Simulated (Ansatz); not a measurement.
## ZnS: energy less free atoms and pressure against volume scale

All results are calculated (Ansatz 0.2.0). Periodic Kohn-Sham DFT of a crystal at fixed atoms, scaled to volume_scale times the given cell; pressure positive in compression, energy less spherical unpolarised free atoms, largest_vzz the field gradient of largest size among the nuclei.

The cell before it is scaled or strained (space group F-43m, No. 216):
```
ZnS
1.0
      0.0000     2.7047     2.7047
      2.7047     0.0000     2.7047
      2.7047     2.7047     0.0000
Zn S
1 1
Direct
  0.00000 0.00000 0.00000
  0.75000 0.75000 0.75000
```

Settings of every row: method all-electron LAPW; functional PBEsol; relativity scalar; k mesh 8x8x8; filling fermi-dirac; smearing width 0.01 eV; basis error target 0.25 meV/atom; nucleus gaussian.

Atom start moment: 0 on all atoms.

| row | volume scale | V (Å³/atom) | energy less free atoms (eV/atom) | pressure (GPa) |
| --- | --- | --- | --- | --- |
| 1 | 0.94 | 18.599 | -3.7831 | 2.754 |
| 2 | 0.95 | 18.797 | -3.7859 | 1.814 |
| 3 | 0.96 | 18.995 | -3.7876 | 0.925 |
| 4 | 0.98 | 19.39 | -3.7878 | -0.71 |
| 5 | 0.99 | 19.588 | -3.7865 | -1.461 |
| 6 | 1 | 19.785 | ? | ? |
| 7 | 1.01 | 19.982 | -3.7811 | -2.843 |
| 8 | 1.02 | 20.179 | -3.7772 | -3.477 |
| 9 | 1.04 | 20.575 | -3.7672 | -4.644 |
| 10 | 1.05 | 20.775 | -3.7611 | -5.18 |
| 11 | 1.06 | 20.971 | -3.7544 | -5.686 |

Question: what energy less free atoms and pressure should row 6 give?

Worked fit of energy less free atoms. Take u = (V_r/V)^(2/3) − 1 with V_r = 19.785 Å³ an atom, which is twice the finite (Eulerian) strain; such expansions in the strain, on which the Birch-Murnaghan equation of state is built, carry the rest volume and the bulk modulus. The shown rows have u = 0.04207, 0.03474, 0.02754, 0.01354, 0.00669, -0.00658, -0.01306, -0.02576, -0.03203, -0.03807. Least squares give energy less free atoms = −3.78421 − 0.3994 × u + 10.098 × u² eV/atom; a straight line predicts inner rows, each left out in turn, worse (root mean square 0.0056 against 6.1e-05 eV/atom). The rows lie off it by 0.0000, 0.0000, 0.0000, 0.0000, -0.0001, 0.0000, 0.0001, 0.0000, 0.0000, 0.0000. Its lowest point lies at u = 0.0198, or V = 19.21 Å³ an atom, and the curvature there gives the bulk modulus at fixed shape and fractions, B = (4/9)(1 + u)² E″(u)/V = 77.8 GPa. The withheld row has u = 0, so the fit gives −3.78421 − 0.3994 × (0) + 10.098 × (0)² = -3.7842 eV/atom.

The calculation gave -3.7842 eV/atom. The fit meets it to the printed digit.

Worked fit of pressure. Take u = (V_r/V)^(2/3) − 1 with V_r = 19.785 Å³ an atom, which is twice the finite (Eulerian) strain; such expansions in the strain, on which the Birch-Murnaghan equation of state is built, carry the rest volume and the bulk modulus. The shown rows have u = 0.04207, 0.03474, 0.02754, 0.01354, 0.00669, -0.00658, -0.01306, -0.02576, -0.03203, -0.03807. Least squares give pressure = −2.1722 + 103.986 × u + 310.29 × u² GPa; a straight line predicts inner rows, each left out in turn, worse (root mean square 0.17 against 0.0029 GPa). The rows lie off it by 0.002, -0.001, -0.002, -0.003, 0.002, 0.000, 0.000, 0.001, 0.005, -0.005 (root mean square 0.0027 GPa). The pressure vanishes at u = 0.0197, or V = 19.21 Å³ an atom, and there the bulk modulus at fixed shape and fractions is B = −V dP/dV = (2/3)(1 + u) dP/du = 79 GPa. The withheld row has u = 0, so the fit gives −2.1722 + 103.986 × (0) + 310.29 × (0)² = -2.172 GPa.

The calculation gave -2.171 GPa. The fit lies 0.001 GPa (0.012 % of the column's range) below it, one unit of the last digit.
